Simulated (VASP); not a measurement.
**How biaxial strain in the (0001) plane changes CdS (P6_3mc)**

Wanted: the response of CdS to biaxial strain in the (0001) plane, as a table, with a fit that predicts a row left out.

Method: LDA; plane waves and PAW (Cd, S); cell typed or built by script, in the first sound run; inputs show where later runs differ, in VASP 6.6.1.

## Step 1: The structure

It takes space group P6_3mc (No. 186, hexagonal). The conventional cell has a = 4.136 Å, b = 4.136 Å, c = 6.714 Å, α = 90.00°, β = 90.00°, γ = 120.00°. Cd has 4 S at 2.53 Å nearest. Nearest to S lie 4 Cd at 2.53 Å. Farther neighbours and most contacts between anions are not listed.

## Step 2: Relax the crystal, LDA

The series starts from the cell that this level prefers, so that zero strain is near zero stress.

This step took 2 runs in a row; the last is shown.

Level: LDA; plane waves and PAW (Cd, S); cell typed or built by script.

Input file INCAR:

```
SYSTEM = CdS
PREC = Accurate
ENCUT = 450
EDIFF = 1E-07
NELM = 120
ISMEAR = 0
SIGMA = 0.02
LREAL = .FALSE.
ALGO = Normal
GGA = CA
NBANDS = 24
LASPH = .TRUE.
LORBIT = 11
LWAVE = .FALSE.
LCHARG = .FALSE.
KPAR = 16
IBRION = 2
NSW = 40
ISIF = 3
EDIFFG = -0.005
POTIM = 0.4
```

Input file POSCAR:

```
CdS
1.0
    4.0827800362      0.0000000000      0.0000000000
   -2.0413900181      3.5357912294      0.0000000000
    0.0000000000      0.0000000000      6.6517955801
Cd S
2 2
Direct
    0.3333333333      0.6666666667      0.0004020697
    0.6666666667      0.3333333333      0.5004020697
    0.3333333333      0.6666666667      0.3765979303
    0.6666666667      0.3333333333      0.8765979303
```

Input file KPOINTS:

```
Automatic mesh
0
Gamma
8 8 5
0 0 0
```

PAW data sets: Cd and S (LDA family, release 64).

Started as:

```console
mpirun -np 16 vasp_std
```

Log:

```text
[banner, memory and clock lines left out]
running   16 mpi-ranks, on    1 nodes
[...]
|                                                                             |
|           W    W    AA    RRRRR   N    N  II  N    N   GGGG   !!!           |
|           W    W   A  A   R    R  NN   N  II  NN   N  G    G  !!!           |
|           W    W  A    A  R    R  N N  N  II  N N  N  G       !!!           |
|           W WW W  AAAAAA  RRRRR   N  N N  II  N  N N  G  GGG   !            |
|           WW  WW  A    A  R   R   N   NN  II  N   NN  G    G                |
|           W    W  A    A  R    R  N    N  II  N    N   GGGG   !!!           |
|                                                                             |
|     For optimal performance we recommend to set                             |
|       NCORE = 2 up to number-of-cores-per-socket                            |
|     NCORE specifies how many cores store one orbital (NPAR=cpu/NCORE).      |
|     This setting can greatly improve the performance of VASP for DFT.       |
[...]
DAV:  19    -0.148172913889E+02    0.11836E-04   -0.17769E-05  1624   0.183E-02    0.364E-02
DAV:  20    -0.148172898925E+02    0.14964E-05   -0.37610E-06  1720   0.846E-03    0.883E-03
DAV:  21    -0.148172898754E+02    0.17096E-07   -0.36550E-07  1592   0.297E-03
   1 F= -.14817290E+02 E0= -.14817290E+02  d E =-.148173E+02
[...]
N       E                     dE             d eps       ncg     rms          rms(c)
DAV:   1    -0.148174588782E+02   -0.16899E-03   -0.37287E-03  1568   0.641E-01    0.979E-02
DAV:   2    -0.148173115580E+02    0.14732E-03   -0.42941E-04  1648   0.260E-01    0.351E-02
DAV:   3    -0.148172985832E+02    0.12975E-04   -0.39266E-05  1712   0.538E-02    0.300E-02
DAV:   4    -0.148172966048E+02    0.19784E-05   -0.24522E-06  1512   0.125E-02    0.627E-03
DAV:   5    -0.148172962120E+02    0.39287E-06   -0.12567E-06  1736   0.138E-02    0.200E-03
DAV:   6    -0.148172962183E+02   -0.63246E-08   -0.11651E-07   832   0.318E-03
   2 F= -.14817296E+02 E0= -.14817296E+02  d E =-.634293E-05
 trial-energy change:   -0.000006  1 .order   -0.000007   -0.000018    0.000003
 step:   0.8076(harm=  0.8491)  dis= 0.00009  next Energy=   -14.817297 (dE=-0.665E-05)
 reached required accuracy - stopping structural energy minimisation
```

Wall time 6.8 s (16 MPI ranks of Intel Xeon 6975P-C (Granite Rapids), shared host); peak memory 3.4 GiB; 80 s of CPU time.

Lines that name or quote the potential files are left out of all logs, and their timing lines are given in words.

OUTCAR, selected parts (step 2):

```text
  Total        0.0038027      0.0038027      0.0083788      0.0000000     -0.0000000      0.0000000
  in kB        0.0634926      0.0634926      0.1398972      0.0000000     -0.0000000      0.0000000
  external PRESSURE =       0.0889608 kB  Pullay stress =       0.0000000 kB

 POSITION                                       TOTAL-FORCE (eV/Angst)
 -----------------------------------------------------------------------------------
     -0.00000      2.35669      0.00279         0.000000      0.000000      0.001407
      2.04095      1.17835      3.32783         0.000000      0.000000      0.001407
     -0.00000      2.35669      2.50429        -0.000000      0.000000     -0.001407
      2.04095      1.17835      5.82934        -0.000000     -0.000000     -0.001407
 -----------------------------------------------------------------------------------
    total drift:                               -0.000000      0.000000      0.000199

  FREE ENERGIE OF THE ION-ELECTRON SYSTEM (eV)
  ---------------------------------------------------
  free  energy   TOTEN  =       -14.8172962183 eV

  energy  without entropy=      -14.8172962183  energy(sigma->0) =      -14.81729622

 reached required accuracy - stopping structural energy minimisation

[... 3 further parts left out ...]
[key lines of the parts left out:]
E-fermi :   1.5672
```

This run gave:

```
energy(sigma→0) of the program : -14.8173 eV
stress, compression positive   : xx, yy, zz 0.01, 0.01, 0.01 GPa
volume                         : 95.959 Å³
ionic steps                    : 2
```

## Step 3: Strain along the normal, LDA

One member in full: the plane is strained by -1 %, and the strain along the normal is moved by secant steps until the normal stress is under 0.012 GPa or five steps are spent; the atoms relax at each step.

This step took 3 runs, each at a new trial strain with the atoms of the one before; the last is shown.

Level: LDA; plane waves and PAW (Cd, S); cell typed or built by script.

INCAR: that of step 2 with these lines changed.

```diff
@@ -15,7 +15,7 @@
 LCHARG = .FALSE.
-KPAR = 16
-IBRION = 2
-NSW = 40
-ISIF = 3
-EDIFFG = -0.005
-POTIM = 0.4
+KPAR = 4
+IBRION = 1
+NSW = 25
+ISIF = 2
+EDIFFG = -0.004
+POTIM = 0.3
```

Input file POSCAR:

```
CdS
1.0
    4.0410881710      0.0000000000      0.0000000000
   -2.0205440850      3.4996850150      0.0000000000
    0.0000000000      0.0000000000      6.7161580030
Cd S
2 2
Direct
    0.3333333333      0.6666666667      0.0029171767
    0.6666666667      0.3333333333      0.5029171767
    0.3333333333      0.6666666667      0.3740828233
    0.6666666667      0.3333333333      0.8740828233
```

KPOINTS is that of step 2.

Started as:

```console
mpirun -np 4 vasp_std
```

Log:

```text
[banner, memory and clock lines left out]
running    4 mpi-ranks, on    1 nodes
[...]
LDA part: xc-table for (Slater(with rela. corr.)+CA(PZ))
 , standard interpolation
 POSCAR, INCAR and KPOINTS ok, starting setup
[...]
entering main loop
       N       E                     dE             d eps       ncg     rms          rms(c)
DAV:   1     0.232666422931E+03    0.23267E+03   -0.16568E+04  1440   0.125E+03
DAV:   2    -0.424814015339E+01   -0.23691E+03   -0.22938E+03  1680   0.329E+02
DAV:   3    -0.157341909029E+02   -0.11486E+02   -0.11453E+02  1776   0.750E+01
DAV:   4    -0.158379775176E+02   -0.10379E+00   -0.10376E+00  1672   0.699E+00
[...]
DAV:  18    -0.148101443690E+02   -0.15749E-06   -0.14372E-06  1576   0.535E-03    0.869E-03
DAV:  19    -0.148101441937E+02    0.17523E-06   -0.32769E-07  1432   0.578E-03    0.610E-03
DAV:  20    -0.148101441488E+02    0.44919E-07   -0.24359E-07  1488   0.223E-03
   1 F= -.14810144E+02 E0= -.14810144E+02  d E =-.148101E+02
 BRION: g(F)=  0.651E-05 g(S)=  0.000E+00
[...]
N       E                     dE             d eps       ncg     rms          rms(c)
DAV:   1    -0.148101486118E+02   -0.44181E-05   -0.10611E-03  1472   0.195E-01    0.994E-03
DAV:   2    -0.148101497615E+02   -0.11496E-05   -0.13061E-05  1800   0.227E-02    0.335E-03
DAV:   3    -0.148101497347E+02    0.26792E-07   -0.10424E-07  1184   0.237E-03
   2 F= -.14810150E+02 E0= -.14810150E+02  d E =-.558583E-05
 BRION: g(F)=  0.270E-05 g(S)=  0.000E+00 retain N=  1 mean eig= 2.81
 eig:   2.807
[...]
N       E                     dE             d eps       ncg     rms          rms(c)
DAV:   1    -0.148101507892E+02   -0.10278E-05   -0.34620E-03  1480   0.352E-01    0.178E-02
DAV:   2    -0.148101544285E+02   -0.36393E-05   -0.41626E-05  1784   0.406E-02    0.585E-03
DAV:   3    -0.148101543526E+02    0.75862E-07   -0.35481E-07  1664   0.424E-03
   3 F= -.14810154E+02 E0= -.14810154E+02  d E =-.461797E-05
 BRION: g(F)=  0.253E-07 g(S)=  0.000E+00 retain N=  1 mean eig= 3.11
 eig:   3.108
 reached required accuracy - stopping structural energy minimisation
```

Run time: 16 s. Hardware: 4 MPI ranks; peak memory 0.71 GiB.

OUTCAR, selected parts (step 3):

```text
  Total        0.6076719      0.6076719      0.0001728      0.0000000      0.0000000      0.0000000
  in kB       10.2501813     10.2501813      0.0029142      0.0000000      0.0000000      0.0000000
  external PRESSURE =       6.8344256 kB  Pullay stress =       0.0000000 kB

 POSITION                                       TOTAL-FORCE (eV/Angst)
 -----------------------------------------------------------------------------------
      0.00000      2.33312      0.01898         0.000000      0.000000     -0.000468
      2.02054      1.16656      3.37706         0.000000      0.000000     -0.000468
      0.00000      2.33312      2.51301        -0.000000     -0.000000      0.000468
      2.02054      1.16656      5.87109         0.000000      0.000000      0.000468
 -----------------------------------------------------------------------------------
    total drift:                               -0.000000      0.000000     -0.001383

  FREE ENERGIE OF THE ION-ELECTRON SYSTEM (eV)
  ---------------------------------------------------
  free  energy   TOTEN  =       -14.8101543526 eV

  energy  without entropy=      -14.8101543526  energy(sigma->0) =      -14.81015435

[... 2 parts as in an earlier step ...]

[... 2 further parts left out ...]
[key lines of the parts left out:]
E-fermi :   1.6971
```

Read from the output:

| Quantity | Value |
| --- | --- |
| energy(sigma→0) of the program | -14.8102 eV |
| stress, compression positive | xx, yy, zz 1.03, 1.03, 0.00 GPa |
| ionic steps | 3 |

## Step 4: Band edges, TB-mBJ with spin-orbit coupling

Short lines in KPOINTS_OPT sample the zone centre along and across the normal of the plane, for masses, and the other valleys.

Level: TB-mBJ, spin-orbit coupling; plane waves and PAW (Cd, S); cell typed or built by script.

TB-mBJ has no energy functional, so the total energy, stress and pressure in this output mean nothing.

Input file INCAR:

```
SYSTEM = CdS
PREC = Accurate
ENCUT = 450
EDIFF = 1E-06
NELM = 150
ISMEAR = 0
SIGMA = 0.02
LREAL = .FALSE.
ALGO = Normal
METAGGA = MBJ
LASPH = .TRUE.
LNONCOLLINEAR = .TRUE.
MAGMOM = 0 0 0 0 0 0 0 0 0 0 0 0
NBANDS = 46
GGA_COMPAT = .FALSE.
LSORBIT = .TRUE.
LWAVE = .FALSE.
LCHARG = .FALSE.
KPAR = 4
```

Input file POSCAR:

```
CdS
1.0
    4.0410881710      0.0000000000      0.0000000000
   -2.0205440850      3.4996850150      0.0000000000
    0.0000000000      0.0000000000      6.7161580030
Cd S
2 2
Direct
    0.3333333333      0.6666666667      0.0028264544
    0.6666666667      0.3333333333      0.5028264544
    0.3333333333      0.6666666667      0.3741735456
    0.6666666667      0.3333333333      0.8741735456
```

Input file KPOINTS:

```
Automatic mesh
0
Gamma
7 7 4
0 0 0
```

Input file KPOINTS_OPT:

```
Line mode
6
Line-mode
Reciprocal
  0.00000000   0.00000000   0.00000000
  0.00000000   0.00000000   0.05344549

  0.00000000   0.00000000   0.00000000
 -0.03215796   0.01607898   0.00000000

  0.50000000   0.00000000   0.00000000
  0.50000000   0.00000000   0.50000000

  0.33333333   0.33333333   0.00000000
  0.33333333   0.33333333   0.50000000
```

Started as:

```console
mpirun -np 4 vasp_ncl
```

Log:

```text
[banner, memory and clock lines left out]
running    4 mpi-ranks, on    1 nodes
[...]
|                                                                             |
|               ----> ADVICE to this user running VASP <----                  |
|                                                                             |
|     You enforced a specific xc type in the INCAR file but a different       |
|     [... a line on the potential file left out ...]
|     I HOPE YOU KNOW WHAT YOU ARE DOING!                                     |
|                                                                             |

 LDA part: xc-table for (None), standard interpolation
 POSCAR, INCAR and KPOINTS ok, starting setup
[...]
entering main loop
       N       E                     dE             d eps       ncg     rms          rms(c)
DAV:   1     0.109943956720E+03    0.10994E+03   -0.16324E+04  2944   0.130E+03
DAV:   2    -0.137683245794E+03   -0.24763E+03   -0.24085E+03  3300   0.352E+02
DAV:   3    -0.152449740519E+03   -0.14766E+02   -0.14688E+02  3492   0.856E+01
DAV:   4    -0.152621433156E+03   -0.17169E+00   -0.17149E+00  3394   0.886E+00
[...]
DAV:  65    -0.148093268605E+03    0.10524E-04   -0.20606E-11  1562   0.275E-05    0.957E-06
DAV:  66    -0.148093265635E+03    0.29700E-05   -0.12257E-11  1562   0.235E-05    0.563E-06
DAV:  67    -0.148093266444E+03   -0.80947E-06   -0.39042E-12  1562   0.115E-05
   1 F= -.14809327E+03 E0= -.14809327E+03  d E =-.852406E-20  mag=     0.0000    -0.0000    -0.0000
 Start KPOINTS_OPT (optional k-point list driver)
k-point batch [1-24\24]
       N       E                     dE             ncg
DAV:   1     0.305002536668E+04   -0.99898E+04     2216
DAV:   2    -0.294358934677E+04   -0.59936E+04     2504
DAV:   3    -0.327310295353E+04   -0.32951E+03     2524
DAV:   4    -0.327680767808E+04   -0.37047E+01     2538
DAV:   5    -0.327686951367E+04   -0.61836E-01     2528
DAV:   6    -0.327687118507E+04   -0.16714E-02     2600
DAV:   7    -0.327687123749E+04   -0.52420E-04     2158
DAV:   8    -0.327687123986E+04   -0.23762E-05     1880
DAV:   9    -0.327687124001E+04   -0.15006E-06     1484
```

Run time: 6.1 min. Hardware: 4 MPI ranks; peak memory 2.1 GiB; 20 min of CPU time.

OUTCAR, selected parts (step 4):

```text
  LATTYP: Found a hexagonal cell.
 ALAT       =     4.0410881710
 C/A-ratio  =     1.6619676975

 Subroutine GETGRP returns: Found 12 space group operations
 (whereof  6 operations were pure point group operations)

The static configuration has the point symmetry C_3v.
 The point group associated with its full space group is C_6v.

 Found     32 irreducible k-points:

   k-points           NKPTS =     32   k-points in BZ     NKDIM =     32   number of bands    NBANDS=     46

   dimension x,y,z NGX =    28 NGY =   28 NGZ =   48
   dimension x,y,z NGXF=    56 NGYF=   56 NGZF=   96

   ENCUT  =  450.0 eV  33.07 Ry    5.75 a.u.   6.99  6.99 11.62*2*pi/ulx,y,z

   NELECT =      36.0000    total number of electrons

 E-fermi :   2.1410

 k-point     1 :       0.0000    0.0000    0.0000
  band No.  band energies     occupation
    ...
     32       1.8977      1.00000
     33       2.0041      1.00000
     34       2.0041      1.00000
     35       2.0202      1.00000
     36       2.0202      1.00000
     37       4.7686      0.00000
     38       4.7686      0.00000
     39       6.3206      0.00000
     40       6.3206      0.00000
     41       9.4089      0.00000
    ...

 k-point     2 :       0.1429    0.0000    0.0000
  band No.  band energies     occupation
    ...
     32       1.2657      1.00000
     33       1.7503      1.00000
     34       1.7788      1.00000
     35       1.8672      1.00000
     36       1.8865      1.00000
     37       5.4783      0.00000
     38       5.4887      0.00000
     39       6.9399      0.00000
     40       6.9477      0.00000
     41       9.0381      0.00000
    ...

  Total      -73.9122452    -73.9122452    -74.7033739     -0.0000000      0.0000000      0.0000000
  in kB    -1246.7483108  -1246.7483108  -1260.0930333     -0.0000002      0.0000000      0.0000000
  external PRESSURE =   -1251.1965516 kB  Pullay stress =       0.0000000 kB

 POSITION                                       TOTAL-FORCE (eV/Angst)
 -----------------------------------------------------------------------------------
      0.00000      2.33312      0.01898        -0.000000      0.000000     -0.088119
      2.02054      1.16656      3.37706         0.000000     -0.000000     -0.088119
      0.00000      2.33312      2.51301        -0.000000     -0.000000      0.088119
      2.02054      1.16656      5.87109         0.000000      0.000000      0.088119
 -----------------------------------------------------------------------------------
    total drift:                               -0.000000      0.000000     -0.287419

  FREE ENERGIE OF THE ION-ELECTRON SYSTEM (eV)
  ---------------------------------------------------
  free  energy   TOTEN  =      -148.0932664443 eV

  energy  without entropy=     -148.0932664443  energy(sigma->0) =     -148.09326644

 Spin-Orbit-Coupling matrix elements
 Ion:    1  E_soc:     -0.0533102
 Ion:    2  E_soc:     -0.0533102
 Ion:    3  E_soc:     -0.0023284
 Ion:    4  E_soc:     -0.0023284

[... 1 part as in an earlier step ...]

[... 7 further parts left out ...]
```

(Part 1 of 2 ends here.)

[Lines on the potential files, build, host, timing and source positions are cut from VASP's logs without a mark.]

[Logs are printed without paths, hosts, clocks, repeated set-up lines and the standing remarks that a program may print on its own settings, such as how far it seeks lower states.]

[Hosts, paths, dates, database ids (printed as entryN), source tags and the programs' standing remarks are cut or masked in the printed files.]

[In band tables of VASP the shares of atoms and orbitals are scaled to a sum of 1 inside the atoms' spheres.]
